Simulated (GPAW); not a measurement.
# BeTe (F-43m) in GPAW: equation of state

Aim: energy against volume of BeTe in PBE, for its equilibrium volume and stiffness.

All numbers are computed with GPAW 26.7.0; they aren't measurements. Logs are shortened: lines on timing, memory, paths and dates and some standing lists are left out, and cuts for length are marked. The log counts tension as positive stress, the text compression.

## Step 1: The structure

The structure is cubic, space group F-43m (No. 216). The conventional cell has a = 5.540 Å, b = 5.540 Å, c = 5.540 Å, α = 90.00°, β = 90.00°, γ = 90.00°. Around Te (site symmetry -43m) lie 4 Be at 2.40 Å. Around Be (site symmetry -43m) lie 4 Te at 2.40 Å.

## Step 2: Equation of state, PBE

Contents of run.py:

```python
from ase import Atoms
from ase.eos import EquationOfState
from ase.io import Trajectory
from ase.units import GPa
from gpaw import GPAW, PW

atoms = Atoms(['Te', 'Be'],
              cell=[[0.0, 2.77, 2.77],
                    [2.77, 0.0, 2.77],
                    [2.77, 2.77, 0.0]],
              scaled_positions=[[0.75, 0.75, 0.75],
                                [0.0, 0.0, 0.0]],
              pbc=True)

traj = Trajectory('eos.traj', 'w')
volumes, energies = [], []
for x in [0.94, 0.96, 0.98, 1.0, 1.02, 1.04, 1.06]:
    a = atoms.copy()
    a.set_cell(atoms.cell * x**(1 / 3), scale_atoms=True)
    calc = GPAW(mode=PW(800),
                xc='PBE',
                kpts={'size': (8, 8, 8), 'gamma': True},
                occupations={'name': 'fermi-dirac', 'width': 0.05},
                nbands=11,
                convergence={'density': 1e-05, 'energy': 1e-05},
                maxiter=150,
                txt=f'eos-{x:.2f}.txt')
    a.calc = calc
    energies.append(a.get_potential_energy(force_consistent=True))
    volumes.append(a.get_volume())
    p = -a.get_stress()[:3].mean() / GPa
    calc.write(f'eos-{x:.2f}.gpw')
    traj.write(a)
    print(f'{x:.2f} {volumes[-1]:10.4f} A^3 {energies[-1]:14.6f} eV {p:9.3f} GPa', flush=True)

v0, e0, B = EquationOfState(volumes, energies, eos='birchmurnaghan').fit()
print(f'V0 = {v0:.4f} A^3, E0 = {e0:.6f} eV, B0 = {B / GPa:.2f} GPa')
```

Potentials or basis: GPAW PAW data sets (gpaw-data 1.2.1), pw.

Started as:

```sh
> OMP_NUM_THREADS=1 python run.py
```

The log of the run:

```text
__  _  _
 | _ |_)|_||  |
 |__||  | ||/\| - 26.7.0

Input parameters:
  mode=PW(ecut=800.0),
  convergence={'density': 1e-05, 'energy': 1e-05},
  kpts=MonkhorstPack(size=(8, 8, 8), gamma=True),
  maxiter=150,
  nbands=11,
  occupations=Occupations(name='fermi-dirac', width=0.05),
  xc=XC(name='PBE')

Diagonalizing LCAO Hamiltonian
Converting LCAO to pw mode

                    Te

       Be

Atoms  # Å, Bohr magnetons
|   | symbol |        x |        y |        z |    initial magnetic moments |
|---|--------|----------|----------|----------|-----------------------------|
| 0 |     Te | 4.070180 | 4.070180 | 4.070180 | ( 0.0000,  0.0000,  0.0000) |
| 1 |     Be | 0.000000 | 0.000000 | 0.000000 | ( 0.0000,  0.0000,  0.0000) |

Unit cell  # Å
| periodic |        x |        y |        z |  lengths |    angles |
|----------|----------|----------|----------|----------|-----------|
|      yes | 0.000000 | 2.713454 | 2.713454 | 3.837403 | 60.000000 |
|      yes | 2.713454 | 0.000000 | 2.713454 | 3.837403 | 60.000000 |
|      yes | 2.713454 | 2.713454 | 0.000000 | 3.837403 | 60.000000 |

Number of symmetries: 24
Symmetry operations  # r_c * U_cc + t_c -> r_c
|    | kind |            matrix            |
|----|------|------------------------------|
|  0 |  E   |  1, 0, 0,  0, 1, 0,  0, 0, 1 |
|  1 |  σ   |  1, 0, 0,  0, 0, 1,  0, 1, 0 |
|  2 |  σ   |  1, 0,-1,  0, 1,-1,  0, 0,-1 |
|  3 |  C3  |  1, 0,-1,  0, 0,-1,  0, 1,-1 |
|  4 |  C3  |  1,-1, 0,  0,-1, 1,  0,-1, 0 |
|  5 |  σ   |  1,-1, 0,  0,-1, 0,  0,-1, 1 |
|  6 |  σ   |  0, 1, 0,  1, 0, 0,  0, 0, 1 |
|  7 |  C3  |  0, 1, 0,  0, 0, 1,  1, 0, 0 |
|  8 |  C2  |  0, 1,-1,  1, 0,-1,  0, 0,-1 |
|  9 |  S4  |  0, 1,-1,  0, 0,-1,  1, 0,-1 |
| 10 |  C3  |  0, 0, 1,  1, 0, 0,  0, 1, 0 |
| 11 |  σ   |  0, 0, 1,  0, 1, 0,  1, 0, 0 |
| 12 |  S4  |  0, 0,-1,  1, 0,-1,  0, 1,-1 |
| 13 |  C3  |  0, 0,-1,  0, 1,-1,  1, 0,-1 |
| 14 |  S4  |  0,-1, 1,  1,-1, 0,  0,-1, 0 |
| 15 |  C2  |  0,-1, 1,  0,-1, 0,  1,-1, 0 |
| 16 |  C3  |  0,-1, 0,  1,-1, 0,  0,-1, 1 |
| 17 |  S4  |  0,-1, 0,  0,-1, 1,  1,-1, 0 |
| 18 |  S4  | -1, 1, 0, -1, 0, 1, -1, 0, 0 |
| 19 |  C3  | -1, 1, 0, -1, 0, 0, -1, 0, 1 |
| 20 |  C3  | -1, 0, 1, -1, 1, 0, -1, 0, 0 |
| 21 |  S4  | -1, 0, 1, -1, 0, 0, -1, 1, 0 |
| 22 |  σ   | -1, 0, 0, -1, 1, 0, -1, 0, 1 |
| 23 |  C2  | -1, 0, 0, -1, 0, 1, -1, 1, 0 |

BZ-sampling:
  Number of BZ points: 512
  Number of IBZ points: 29

  Monkhorst-Pack size: [8, 8, 8]
  Monkhorst-Pack shift: [0.0625, 0.0625, 0.0625]

K-points  # in reciprocal-cell coordinates
|     |                                coordinates |     weight |
|-----|--------------------------------------------|------------|
|   0 | (  0.00000000,   0.00000000,   0.00000000) | 0.00195312 |
|   1 | (  0.12500000,   0.12500000,   0.00000000) | 0.01171875 |
|   2 | (  0.12500000,   0.12500000,   0.12500000) | 0.01562500 |
|   3 | (  0.25000000,   0.12500000,   0.12500000) | 0.02343750 |
|   4 | (  0.25000000,   0.25000000,   0.00000000) | 0.01171875 |
|   5 | (  0.25000000,   0.25000000,   0.12500000) | 0.04687500 |
|   6 | (  0.25000000,   0.25000000,   0.25000000) | 0.01562500 |
|   7 | (  0.37500000,   0.25000000,  -0.37500000) | 0.04687500 |
|   8 | (  0.37500000,   0.25000000,   0.12500000) | 0.04687500 |
|   9 | (  0.37500000,   0.25000000,   0.25000000) | 0.04687500 |
| ... |                                            |            |
|  28 | (  0.50000000,   0.50000000,   0.50000000) | 0.00781250 |

Plane wave coefficients: 2085
Cutoff: 800.0 eV

Spin-components: 1 (collinear spins)
Bands:           11
Projectors:      8
Spin-degeneracy: 2
Datatype:        complex128

Parallelization:
  kpt:    1
  domain: 1
  band:   1

Density:
  Valence electrons: 8.0
  Components: 1
  Grid points: [27 27 27]
  Charge: 0.0  # |e|

Potential:
  Grid points: [27 27 27]

species:
  Te:
    name:    Tellurium
    Z:       52.0
    valence: 6
    core:    46
    charge:  0.0  # [|e|]
    compensation charges:
      type: gauss
      rc: 0.36  # [Å]
      lmax: 2
    cutoffs:
      filter: 2.09  # [Å]
      core: 3.17  # [Å]
    projectors
    | kind |    occ | energy [eV] | rcut [Å] |
    |------|--------|-------------|----------|
    |   5s |  2.000 |     -15.089 |    1.180 |
    |   5p |  4.000 |      -5.955 |    1.196 |
    |    s |        |      12.123 |    1.180 |
    |    p |        |      21.256 |    1.196 |
    |    d |        |       0.000 |    1.238 |

    Using partial waves for Te as LCAO basis

  Be:
    name:    Beryllium
    Z:       4.0
    valence: 2
    core:    2
    charge:  0.0  # [|e|]
    compensation charges:
      type: gauss
      rc: 0.25  # [Å]
      lmax: 2
    cutoffs:
      filter: 1.42  # [Å]
      core: 1.77  # [Å]
    projectors
    | kind |    occ | energy [eV] | rcut [Å] |
    |------|--------|-------------|----------|
    |   2s |  2.000 |      -5.610 |    0.794 |
    |   2p |  0.000 |      -2.018 |    0.794 |
    |    s |        |      21.602 |    0.794 |

    Using partial waves for Be as LCAO basis

Reference energy: -185188.868407  # eV

eigensolver:
  PPCG
  Converge bands: occupied
  niter=2

density mixing:
  MSR1-Mixer
  Pratt-step length: 0.05
  Maximum mixing coefficient: 0.75
  Old densities: 10
  SVD Regularization: 0.005
  Good broyden scale: 1.0
  Trust region scale: 1.0
  Backstep threshold: 4.0
  History deletion threshold: 6.0
  Fourier metric: weight=20.0, sigma=0.015

occupation numbers:
  Fermi-Dirac:
    width: 0.0500  # eV

poisson solver:
  ecut: 6400.0  # eV

xc functional:
  name: PBE with 2 nearest neighbor stencil

convergence criteria:
[... 6 lines left out ...]
|iter     | |      energy | eigst |  dens |
|---------|-|-------------|-------|-------|
|iter:   1| |   -7.701137 | -0.12 |       |
|iter:   2| |   -7.670849 | -2.19 | -0.87 |
|iter:   3| |   -7.498112 | -2.12 | -0.91 |
|iter:   4| |   -7.497813 | -3.10 | -1.53 |
|iter:   5| |   -7.498520 | -4.23 | -2.05 |
|iter:   6| |   -7.498568 | -5.49 | -2.66 |
|iter:   7| |   -7.498568c| -7.10 | -3.78 |
|iter:   8| |   -7.498568c| -7.99c| -4.17 |
|iter:   9| |   -7.498568c| -8.67c| -5.28c|

Converged in 9 steps
Energy contributions relative to reference atoms: (reference = -185188.868407)

Energy contributions:
  Kinetic:          24.071965
  Coulomb:         -21.026830
  Zero:              0.121283
  External:          0.000000
  Xc:              -10.664987
  Entropy:          -0.000000
  Spinorbit:         0.000000
  ----------------------------
  Free energy:      -7.498568
  Extrapolated:     -7.498568

dipole moment: (-0.212328, -0.212328, -0.212328)  # |e|*Ang

Fermi level: 7.153
Eigenvalues  # (at kpt = [0.000, 0.000, 0.000])
| band index |      eig [eV] | occ [0-2] |
|------------|---------------|-----------|
|          0 |        -6.766 |     2.000 |
|          1 |         6.309 |     2.000 |
|          2 |         6.309 |     2.000 |
|          3 |         6.309 |     2.000 |
|          4 |         9.827 |     0.000 |
|          5 |         9.827 |     0.000 |
|          6 |         9.827 |     0.000 |
|          7 |        10.992 |     0.000 |
|          8 |        14.800 |     0.000 |
|          9 |        17.090 |     0.000 |
|         10 |        17.704 |     0.000 |

Gap: 1.686 eV
Transition (v -> c):
  (s=0, k=0, n=3, [0.00, 0.00, 0.00]) -> (s=0, k=24, n=4, [0.50, 0.50, 0.00])
Direct/indirect transitions are different
Direct gap: 3.518 eV
Transition at: (s=0, k=0, n=3, [0.00, 0.00, 0.00])

Stress tensor  # eV/Ang^3
|         x |         y |         z |
|-----------|-----------|-----------|
| -0.059607 |  0.000000 |  0.000000 |
|  0.000000 | -0.059607 |  0.000000 |
|  0.000000 |  0.000000 | -0.059607 |

# Writing to eos-0.94.gpw (mode='')
```

Wall time 83 s (1 thread of Arm Neoverse V2, shared host); peak memory 0.21 GiB.

Results:

| Item | Value |
| --- | --- |
| Equilibrium volume | 22.75 Å³/atom (rough: see the caveat) |
| Bulk modulus | 57 GPa (rough) |

Energy against volume, from the lowest point:
| volume (Å³/atom) | energy (meV/atom) |
| --- | --- |
| 19.979 | 73.80 |
| 20.404 | 50.98 |
| 20.829 | 32.91 |
| 21.254 | 19.15 |
| 21.679 | 9.30 |
| 22.104 | 3.03 |
| 22.529 | 0.00 |

Caveat: the minimum lies outside the volumes run. The run has no spin-orbit coupling, so splittings on Te are missing.
